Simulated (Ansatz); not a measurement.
# Cold compression of CoSi (NiAs type)

```yaml
crystal:
  lattice:
    - [3.38047, 0.00000, 0.00000]
    - [-1.69024, 2.92758, 0.00000]
    - [0.00000, 0.00000, 5.02348]
  atoms:
    - { symbol: Co, position: [0.00000, 0.00000, 0.00000] }
    - { symbol: Co, position: [0.00000, 0.00000, 0.50000] }
    - { symbol: Si, position: [0.33333, 0.66667, 0.25000] }
    - { symbol: Si, position: [0.66667, 0.33333, 0.75000] }
```

The cell comes from a relaxation on PAW files under the same functional, begun from a prototype that needn't be the stable phase.

Its volume is scaled, and at each volume shape and atoms are relaxed on PAW files; all methods then take that cell.

Computed with Ansatz 0.2.0; functional PBE, scalar-relativistic. Settings: a Γ-centred 12×12×7 k mesh, Fermi–Dirac smearing of 0.08 eV, no spin polarisation. Methods: LAPW: all electrons, basis error target 1 meV/atom; PAW: frozen-core files, cutoff 420 eV.

Energies are extrapolated to zero smearing and count from the unscaled cell; pressure is positive in compression; gaps take the mesh and a band path. No temperature or zero-point motion is included.

Spin polarisation is left out, though a magnetic state may lie lower.

```csv
V/V0,V (Å³/atom),P LAPW (GPa),ΔE LAPW (eV/atom),P PAW − LAPW (GPa),ΔE PAW − LAPW (meV/atom),space group,shortest distance (Å)
1.00,12.43,0.03,0.000,-0.03,0.0,P6_3/mmc,2.321
0.94,11.68,?,?,?,?,?,?
0.88,10.94,30.1,0.124,-0.01,-0.2,P6_3/mmc,2.222
0.80,9.94,64.1,0.408,0.02,-0.2,P6_3/mmc,2.151
0.72,8.95,117.3,0.958,0.05,0.0,P6_3/mmc,2.076
0.64,7.95,201.5,1.927,-0.03,0.4,P6_3/mmc,1.997
```

(1) Fit the Vinet equation to the LAPW pressures shown (residuals weighted by 1/(|P| + 0.03·Pmax)), and predict the pressure of the withheld row.

(2) From the table, what is the rise of the enthalpy H = E + pV up to the last row, and how stiff is the crystal between the last two rows?

(3) How do the Löwdin populations by LAPW change from the unscaled cell to the last row?

Answers

(1) The fit gives V0 = 12.43 Å³/atom, B0 = 178 GPa and B0′ = 4.41. At 11.68 Å³/atom, x = (V/V0)^(1/3) = 0.9795, and P = 3·B0·(1 − x)/x²·exp[1.5·(B0′ − 1)·(1 − x)] = 12.65 GPa. The run itself gave 12.67 GPa (-0.2 % off) and ΔE = 0.028 eV/atom.

(2) ΔH = 1.927 eV + (201.5 GPa × 7.95 Å³ − 0.03 GPa × 12.43 Å³) × 0.006242 eV/(GPa·Å³) = 11.93 eV/atom, of which pV makes 84 %. The mean bulk modulus there is −ΔP/Δln V = 714 GPa.

(3) Co 3s 1.96 → 1.92, Co 4s 0.60 → 0.55, Co 3d 8.05 → 8.32, Si 3s 1.42 → 1.21 electrons an atom. These are projections on the shells that the free atoms fill; 0.41 e a cell lies outside them at the start and 0.50 e at the end.
